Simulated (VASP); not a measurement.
# LiH: forms and broadenings of the independent-particle spectrum

LiH, Fm-3m (no. 225), 2 atoms in the cell. PBE, independent-particle dielectric function; PAW potentials Li_sv, H (PBE set).

## Input

INCAR.step1:
```
SYSTEM = LiH
PREC = Accurate ; ENCUT = 580
ISMEAR = 0 ; SIGMA = 0.02
EDIFF = 1E-8 ; LASPH = .True.
KPAR = 4 ; LWAVE = .False.
LCHARG = .False. ; LEPSILON = .True.
```

INCAR.step2, as INCAR.step1 but for:
```
- LWAVE = .False.
- LEPSILON = .True.
+ LWAVE = .True.
+ NBANDS = 34
```

INCAR.step3:
```
SYSTEM = LiH
PREC = Accurate ; ENCUT = 580
ISMEAR = 0 ; SIGMA = 0.02
EDIFF = 1E-7 ; LASPH = .True.
KPAR = 4 ; LWAVE = .False.
LCHARG = .False. ; LOPTICS = .True.
NBANDS = 34 ; NEDOS = 2000
CSHIFT = 0.1 ; ALGO = None
NELM = 1 ; ISTART = 1
```

INCAR.step4, as INCAR.step3 but for:
```
+ LNABLA = .True.
```

INCAR.step5, as INCAR.step4 but for:
```
- LNABLA = .True.
+ LPEAD = .True.
+ IPEAD = 1
```

INCAR.step6, as INCAR.step5 but for:
```
- IPEAD = 1
+ IPEAD = 3
```

INCAR.step7 changes the same tag again: IPEAD = 4.

INCAR.step8, as INCAR.step7 but for:
```
- CSHIFT = 0.1
- LPEAD = .True.
- IPEAD = 4
+ CSHIFT = 0.5
```

INCAR.step9, as INCAR.step8 but for:
```
- CSHIFT = 0.5
+ CSHIFT = 0.2
```

INCAR.step10 changes the same tag again: CSHIFT = 0.05.

INCAR.step11, as INCAR.step10 but for:
```
- ISMEAR = 0
- CSHIFT = 0.05
+ ISMEAR = -5
+ CSHIFT = 0.1
```

INCAR.step12, as INCAR.step11 but for:
```
- ISMEAR = -5
- SIGMA = 0.02
+ ISMEAR = 0
+ SIGMA = 0.2
```

INCAR.step13, as INCAR.step12 but for:
```
- SIGMA = 0.2
+ SIGMA = 0.02
+ OMEGAMAX = 12
```

INCAR.step14, as INCAR.step13 but for:
```
- OMEGAMAX = 12
+ OMEGAMAX = 60
```

KPOINTS:
```
k-points
0
Gamma
  10 10 10
```

POSCAR:
```
LiH
1.0
    0.0000000000      2.0367500000      2.0367500000
    2.0367500000      0.0000000000      2.0367500000
    2.0367500000      2.0367500000      0.0000000000
Li H
1 1
Direct
    0.0000000000      0.0000000000      0.0000000000
    0.5000000000      0.5000000000      0.5000000000
```

Commands (each step's output is kept before the next begins):
```
cat potpaw_PBE.64/Li_sv/POTCAR potpaw_PBE.64/H/POTCAR > POTCAR
cp INCAR.step1 INCAR
mpirun -np 4 vasp_std > vasp.out
rm WAVECAR CHG
cp INCAR.step2 INCAR
mpirun -np 4 vasp_std > vasp.out
cp INCAR.step3 INCAR
mpirun -np 4 vasp_std > vasp.out
cp INCAR.step4 INCAR
mpirun -np 4 vasp_std > vasp.out
cp INCAR.step5 INCAR
mpirun -np 4 vasp_std > vasp.out
cp INCAR.step6 INCAR
mpirun -np 4 vasp_std > vasp.out
cp INCAR.step7 INCAR
mpirun -np 4 vasp_std > vasp.out
cp INCAR.step8 INCAR
mpirun -np 4 vasp_std > vasp.out
cp INCAR.step9 INCAR
mpirun -np 4 vasp_std > vasp.out
cp INCAR.step10 INCAR
mpirun -np 4 vasp_std > vasp.out
cp INCAR.step11 INCAR
mpirun -np 4 vasp_std > vasp.out
cp INCAR.step12 INCAR
mpirun -np 4 vasp_std > vasp.out
cp INCAR.step13 INCAR
mpirun -np 4 vasp_std > vasp.out
cp INCAR.step14 INCAR
mpirun -np 4 vasp_std > vasp.out
```

## Result

- Direct gap on the mesh (eV): 3.01
- Gap on the mesh (eV): 3.01
- Bands: 34

One ground state, settings moved in the last step alone:

| Settings | ε at zero frequency | Mean energy of the absorption, weighted by Im ε (eV) | Time (s) |
|---|---|---|---|
| longitudinal form, CSHIFT 0.1 | 4.37 | 7.21 | 1 |
| transversal form (LNABLA) | 4.31 | 7.16 | 1 |
| finite differences (LPEAD), order 1 | 4.13 | 7.47 | 2 |
| finite differences (LPEAD), order 3 | 4.33 | 7.24 | 2 |
| finite differences (LPEAD), order 4 | 4.34 | 7.23 | 2 |
| CSHIFT 0.5 | 4.34 | 7.34 | 1 |
| CSHIFT 0.2 | 4.36 | 7.25 | 1 |
| CSHIFT 0.05 | 4.37 | 7.16 | 1 |
| tetrahedron method | 4.16 | 7.53 | 1 |
| SIGMA 0.2 | 4.37 | 7.22 | 1 |
| OMEGAMAX 12, which cuts the spectrum short | 4.21 | – | 1 |
| OMEGAMAX 60 | 4.35 | 7.22 | 1 |

The mean energy covers the spectrum up to 20 eV.

On the same mesh, density-functional perturbation theory with local fields gives ε = 4.32.

Limits: The 10×10×10 mesh is coarse for a spectrum: peaks stand apart that a denser mesh merges.

VASP 6.6.1 took 41 s on 4 cores (Intel Xeon Platinum 8488C (Sapphire Rapids)), a shared host.
